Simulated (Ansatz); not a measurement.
# Free carriers and the phonons of AlAs (F-43m), part 2 of 2

Aim: how far do free carriers move the optical modes of AlAs (F-43m)?

Ansatz 0.2.0; DFT LDA, scalar-relativistic, plane waves, PAW; PAW set soft_1.

So far. Step 3 (Tight relaxation): The forces vanish by symmetry and the pressure is 0.002 GPa, within the tolerances set. The cell now holds 22.29 Å³/atom. Step 4 (Ground state of a member: no carriers): The forces vanish by symmetry. The relaxed cell has a = 5.629 Å (conventional setting).

## Step 5: Modes of this member: no carriers

The force constants come from the linear response of the density to a displacement.

The zone-centre modes follow for no carriers.

input.yaml

```yaml
crystal:
  lattice:
    - [0.0, 2.8144367009, 2.8144367009]
    - [2.8144367009, 0.0, 2.8144367009]
    - [2.8144367009, 2.8144367009, 0.0]
  atoms:
    - { symbol: Al, position: [0.0, 0.0, 0.0] }
    - { symbol: As, position: [0.75, 0.75, 0.75] }
kpoints:
  mp_grid: { grid: [36, 36, 36] }
hamiltonian:
  xc: lda
  pseudopotentials: { kind: paw, azcp: { folder: soft_1 }, xc_functional: pbe }
scf:
  occupations: { method: fermi_dirac, width: 0.03 }
output:
  eigenvalues: true
phonons:
  method: dfpt
```

Started as:

```sh
ansatz run input.yaml --threads 8 --pin off --max-ram 16384MiB --backend cpu --events-out ev --progress --plain --runs-dir out
```

Numbers of over 12 decimals in the logs are rounded to 6 here.

The program printed:

```text
zone centre: on kpoints.mp_grid the ground state, and the responses unless they are solved on pairs of k-points, stand on 3349 of the mesh's 46656 k-points, reduced under 8 symmetry operations, with k and −k counted as one. Each operation leaves every solved displacement unchanged or reverses it
[...]
Crystal: 2 atoms, lattice volume = 44.587 Å³
Basis set: ecut = 420 eV, 893 PW (Γ), exchange–correlation on 54×54×54 points (8 copies of the dense FFT grid, shifted against one another)
Bands: 13, of which v1, the nominal top of the filled ones, is band 9 counted from 1 (8 counted from 0)
Symmetry: 24 space group operations
k-points: 3349 of 46656 (irreducible under 8 space group operations, time reversal used)
[...]
SCF iter   1: F=—  HF=-5287.760064 eV  |F-HF|=—  |Δ(HF+E_count)|=         —  Δρ=3.79e-2  dr2=7.68e-1  ethr=3.10e-3  ⟨swp⟩=6.0  Hψ=274566  notcnv=0
[...]
SCF iter   8: F=-5287.495944 eV  HF=-5287.495944 eV  |F-HF|=2.73e-12  |Δ(HF+E_count)|=  6.46e-11  Δρ=1.11e-7  dr2=4.13e-12  ethr=1.00e-12  ⟨swp⟩=6.3  Hψ=188430  notcnv=0
SCF 1 converged in 8 iterations: F = -5287.495944 eV  dr2 = 4.13e-12
[...]
DFPT response loops at Γ: preconditioner auto → none (the input reference at scf.mixing.eps_inf says where Resta's filter doesn't serve); β = 0.50; Broyden in place of MSR1
SCF converged after 8 iterations
Free energy (F): -5287.495944 eV
[...]
Internal energy: -5287.495944 eV  (E = F + TS)
E sigma→0 (E₀):  -5287.495944 eV
Fermi energy:    6.728832 eV
[...]
--- Band table (eV; the first three rows and the last of 3349) ---
  k-point 0: bands = [... 5 lower, -5.9591, 6.0439, 6.0439, 6.0439, 8.0283, 10.3417, 10.3417, 10.3417]
  k-point 1: bands = [... 5 lower, -5.9514, 5.9268, 6.0349, 6.0349, 8.1216, 10.3470, 10.3581, 10.3581]
  k-point 2: bands = [... 5 lower, -5.9281, 5.6308, 6.0085, 6.0085, 8.3385, 10.3730, 10.4058, 10.4058]
  k-point 3348: bands = [... 5 lower, -3.9289, 0.9115, 2.7916, 3.1604, 10.3060, 11.7052, 11.7311, 12.0527]
--- Phonons (Γ-DFPT): 2 representative perturbations + reference, on 3349 of 46656 k-points (Σ response iterations 6) ---
  k mesh reduced under 8 symmetry operations, with k and −k counted as one. Each operation leaves every solved displacement unchanged or reverses it
  ASR residual: 5.121e-5 → 0.000e0 eV/Å²; symmetrization residual: 8.728e-7 eV/Å²
  ASR residual per site (eV/Å²): 3.20e-5 5.12e-5
  Γ frequencies (cm⁻¹): 0.00 0.00 0.00 358.35 358.35 358.35
  non-analytic LO–TO correction: not included (Born effective charges unavailable; polar crystals: no LO–TO splitting at Γ)
```

Elapsed: 95 s, on 8 threads of Arm Neoverse V2, shared host; peak memory 5.1 GiB; 10 min of CPU time.

Numbers from this step:

```
sum-rule residual before enforcement                    : 5.12e-5 eV/Å²
point group                                             : -43m
highest optical mode at the zone centre (no LO-TO term) : 358.4 cm⁻¹
lowest optical zone-centre mode                         : 358.4 cm⁻¹
```

Without the LO-TO term. Patterns of degenerate modes are one choice out of their space. Modes at Γ, with each element's share of the kinetic energy:

```tsv
mode	frequency (cm⁻¹)	symmetry	Al %	As %
1	0.0	acoustic	26	74
2	0.0	acoustic	26	74
3	0.0	acoustic	26	74
4	358.4	T2	74	26
5	358.4	T2	74	26
6	358.4	T2	74	26
```

Displacements in mode 4 (358.4 cm⁻¹), the largest set to 1:
```
Al1  0.00  0.37  1.00
As2  0.00 -0.13 -0.36
```

The optical mode without the LO-TO term lies at 358.4 cm⁻¹.

## Step 6: Ground state of a member: 15 × 10²⁰ electrons per cm³

The cell of the neutral crystal is kept with 15 × 10²⁰ electrons per cm³, balanced by a uniform background. The bands are sampled on 36×36×36 points with Fermi-Dirac filling of 0.03 eV.

Edit input.yaml of step 5 so:

```diff
@@ -8,2 +8,3 @@
     - { symbol: As, position: [0.75, 0.75, 0.75] }
+total_charge: -0.06688
 kpoints:
@@ -16,4 +17,4 @@
 output:
+  forces: true
+  stress: true
   eigenvalues: true
-phonons:
-  method: dfpt
```

The program printed:

```text
[...]
Crystal: 2 atoms, lattice volume = 44.587 Å³
Basis set: ecut = 420 eV, 893 PW (Γ)
Bands: 14, of which v1, the nominal top of the filled ones, is band 9 counted from 1 (8 counted from 0)
Symmetry: 24 space group operations
[...]
k-points: 1240 of 46656 (time reversal used)
[...]
k-point 0: bands = [... 5 lower, -5.9921, 6.0123, 6.0123, 6.0123, 7.9934, 10.3122, 10.3122, 10.3122, ... 1 higher]
  k-point 1: bands = [... 5 lower, -5.9843, 5.8951, 6.0033, 6.0033, 8.0867, 10.3173, 10.3286, 10.3286, ... 1 higher]
  k-point 2: bands = [... 5 lower, -5.9611, 5.5989, 5.9769, 5.9769, 8.3040, 10.3428, 10.3763, 10.3763, ... 1 higher]
  k-point 1239: bands = [... 5 lower, -3.9615, 0.8825, 2.7564, 3.1267, 10.2659, 11.6731, 11.6999, 12.0144, ... 1 higher]
[key lines of the parts left out:]
SCF converged after 8 iterations
Free energy (F): -5286.982835 eV
Fermi energy:    7.840772 eV
P = ⅓ Tr σ = -0.7847 GPa (-7.847 kbar)
```

The job ended after 11 s (8 threads; peak memory 1.1 GiB).

The forces vanish by symmetry.

## Step 7: Modes of this member: 15 × 10²⁰ electrons per cm³

The zone-centre modes follow for 15 × 10²⁰ electrons per cm³.

Edit input.yaml of step 6 so:

```diff
@@ -17,4 +17,4 @@
 output:
-  forces: true
-  stress: true
   eigenvalues: true
+phonons:
+  method: dfpt
```

The program printed:

```text
[...]
Crystal: 2 atoms, lattice volume = 44.587 Å³
Basis set: ecut = 420 eV, 893 PW (Γ), exchange–correlation on 54×54×54 points (8 copies of the dense FFT grid, shifted against one another)
Bands: 14, of which v1, the nominal top of the filled ones, is band 9 counted from 1 (8 counted from 0)
Symmetry: 24 space group operations
k-points: 3349 of 46656 (irreducible under 8 space group operations, time reversal used)
[...]
k-point 2: bands = [... 5 lower, -5.9611, 5.5989, 5.9770, 5.9770, 8.3040, 10.3428, 10.3763, 10.3763, ... 1 higher]
  k-point 3348: bands = [... 5 lower, -3.9615, 0.8825, 2.7565, 3.1267, 10.2659, 11.6731, 11.6999, 12.0144, ... 1 higher]
[...]
ASR residual: 2.871e-5 → 0.000e0 eV/Å²; symmetrization residual: 1.664e-7 eV/Å²
  ASR residual per site (eV/Å²): 2.87e-5 1.69e-5
  Γ frequencies (cm⁻¹): 0.00 0.00 0.00 351.45 351.45 351.45
[...]
[key lines of the parts left out:]
SCF converged after 11 iterations
Free energy (F): -5286.982836 eV
Fermi energy:    7.840766 eV
```

It took 94 s on 8 threads; peak memory 5.2 GiB.

Numbers from this step:

- sum-rule residual before enforcement: 2.87e-5 eV/Å²
- highest optical mode at the zone centre (no LO-TO term): 351.4 cm⁻¹
- lowest optical zone-centre mode: 351.4 cm⁻¹

Without the LO-TO term. Patterns of degenerate modes are one choice out of their space. The modes at Γ (shares of kinetic energy by element, %):

```tsv
mode	frequency (cm⁻¹)	symmetry	Al %	As %
1	0.0	acoustic	26	74
2	0.0	acoustic	26	74
3	0.0	acoustic	26	74
4	351.4	T2	74	26
5	351.4	T2	74	26
6	351.4	T2	74	26
```

The optical mode without the LO-TO term lies at 351.4 cm⁻¹.

## Step 8: A check on a coarser mesh: 2 × 10²⁰ electrons per cm³

To see what the mesh is worth, the run for 2 × 10²⁰ electrons per cm³ is repeated on 29×29×29 points.

Edit input.yaml of step 7 so:

```diff
@@ -8,5 +8,5 @@
     - { symbol: As, position: [0.75, 0.75, 0.75] }
-total_charge: -0.06688
+total_charge: -0.008917
 kpoints:
-  mp_grid: { grid: [36, 36, 36] }
+  mp_grid: { grid: [29, 29, 29] }
 hamiltonian:
```

The program printed:

```text
[...]
Crystal: 2 atoms, lattice volume = 44.587 Å³
Basis set: ecut = 420 eV, 893 PW (Γ), exchange–correlation on 54×54×54 points (8 copies of the dense FFT grid, shifted against one another)
Bands: 14, of which v1, the nominal top of the filled ones, is band 9 counted from 1 (8 counted from 0)
Symmetry: 24 space group operations
k-points: 1800 of 24389 (irreducible under 8 space group operations, time reversal used)
[...]
k-point 2: bands = [... 5 lower, -5.9161, 5.4459, 5.9856, 5.9856, 8.4502, 10.3968, 10.4348, 10.4348, ... 1 higher]
  k-point 1799: bands = [... 5 lower, -3.9382, 0.9076, 2.7705, 3.1933, 10.2679, 11.5740, 11.7062, 12.2530, ... 1 higher]
[...]
ASR residual: 5.759e-5 → 0.000e0 eV/Å²; symmetrization residual: 1.558e-6 eV/Å²
  ASR residual per site (eV/Å²): 5.26e-6 5.76e-5
  Γ frequencies (cm⁻¹): 0.00 0.00 0.00 357.47 357.47 357.47
[...]
[key lines of the parts left out:]
SCF converged after 11 iterations
Free energy (F): -5287.429527 eV
Fermi energy:    7.515564 eV
```

Run time: 54 s. Hardware: 8 threads; peak memory 2.9 GiB; 6.3 min of CPU time.

Numbers from this step:

* sum-rule residual before enforcement: 5.76e-5 eV/Å²
* highest optical mode at the zone centre (no LO-TO term): 357.5 cm⁻¹
* lowest optical zone-centre mode: 357.5 cm⁻¹

The highest mode comes at 357.5 cm⁻¹, against 357.5 cm⁻¹ on 36×36×36 points.

## Step 9: A check on a coarser mesh: 10 × 10²⁰ electrons per cm³

To see what the mesh is worth, the run for 10 × 10²⁰ electrons per cm³ is repeated on 29×29×29 points.

Edit input.yaml of step 8 so:

```diff
@@ -8,3 +8,3 @@
     - { symbol: As, position: [0.75, 0.75, 0.75] }
-total_charge: -0.008917
+total_charge: -0.044587
 kpoints:
```

The program printed:

```text
[...]
Crystal: 2 atoms, lattice volume = 44.587 Å³
Basis set: ecut = 420 eV, 893 PW (Γ), exchange–correlation on 54×54×54 points (8 copies of the dense FFT grid, shifted against one another)
Bands: 14, of which v1, the nominal top of the filled ones, is band 9 counted from 1 (8 counted from 0)
Symmetry: 24 space group operations
k-points: 1800 of 24389 (irreducible under 8 space group operations, time reversal used)
[...]
k-point 2: bands = [... 5 lower, -5.9338, 5.4287, 5.9687, 5.9687, 8.4317, 10.3803, 10.4189, 10.4189, ... 1 higher]
  k-point 1799: bands = [... 5 lower, -3.9557, 0.8920, 2.7517, 3.1752, 10.2464, 11.5568, 11.6881, 12.2337, ... 1 higher]
[...]
ASR residual: 8.839e-6 → 0.000e0 eV/Å²; symmetrization residual: 1.506e-6 eV/Å²
  ASR residual per site (eV/Å²): 4.95e-6 8.84e-6
  Γ frequencies (cm⁻¹): 0.00 0.00 0.00 353.73 353.73 353.73
[...]
[key lines of the parts left out:]
SCF converged after 11 iterations
Free energy (F): -5287.156671 eV
Fermi energy:    7.751344 eV
```

The job ended after 54 s (8 threads; peak memory 3 GiB).

Numbers from this step:

* sum-rule residual before enforcement: 8.84e-6 eV/Å²
* highest optical mode at the zone centre (no LO-TO term): 353.7 cm⁻¹
* lowest optical zone-centre mode: 353.7 cm⁻¹

The highest mode comes at 353.7 cm⁻¹, against 353.8 cm⁻¹ on 36×36×36 points.

## Step 10: The series together

The members are set side by side, also those not shown above.

Electrons count positive and holes negative; without the LO-TO term; modes are tracked from the neutral crystal by their patterns, and those within 0.3 cm⁻¹ of each other stand once; the cell of the neutral crystal is kept and the atoms are relaxed where symmetry leaves them free; all runs use 36×36×36 k points and Fermi-Dirac smearing of 0.03 eV. Optical modes along the series:

```tsv
carriers (10²⁰ cm⁻³)	mode 4 T2 (cm⁻¹)
0	358.4
1	357.9
2	357.5
4	356.6
6	355.6
10	353.8
15	351.4
```

## Step 11: What came out

| Property | Result |
| --- | --- |
| members | 7 |
| mode | mode 4 T2 |
| its frequency without carriers | 358.35 cm⁻¹ |
| its frequency at 15 × 10²⁰ cm⁻³ | 351.45 cm⁻¹ |

What this shows: At 15 × 10²⁰ electrons per cm³ the optical mode has moved by -6.90 cm⁻¹ from 358.35 cm⁻¹. At 2 and 10 × 10²⁰ cm⁻³ the coarser mesh moves the optical modes by up to 0.02 cm⁻¹, a measure of the error left by the mesh there. The response is adiabatic: the carriers follow the ions at once. Where they cannot, as for a zone-centre mode faster than their scattering, measured shifts differ, and line shapes are not given here. The background stands for dopants without their size, scattering or local bonds, and the cell is that of the neutral crystal, although carriers also change the volume at rest, which would shift the modes as well. In a polar crystal the carriers also screen the field of the longitudinal modes, often the largest effect; only modes without that field are treated here. These are harmonic frequencies of a static lattice, with warm electrons: anharmonic shifts, linewidths and thermal expansion are left out. The PAW files were made for PBE; the program adapts parts of them to the functional of the run, but their partial waves stay those of PBE, an approximation that was not tested in this session. Only the zone centre was solved, so an instability at another wavevector cannot show here.

[Logs are printed without paths, hosts, clocks, repeated set-up lines and the standing remarks that a program may print on its own settings, such as how far it seeks lower states.]

[Hosts, paths, dates, database ids (printed as entryN), source tags and the programs' standing remarks are cut or masked in the printed files.]
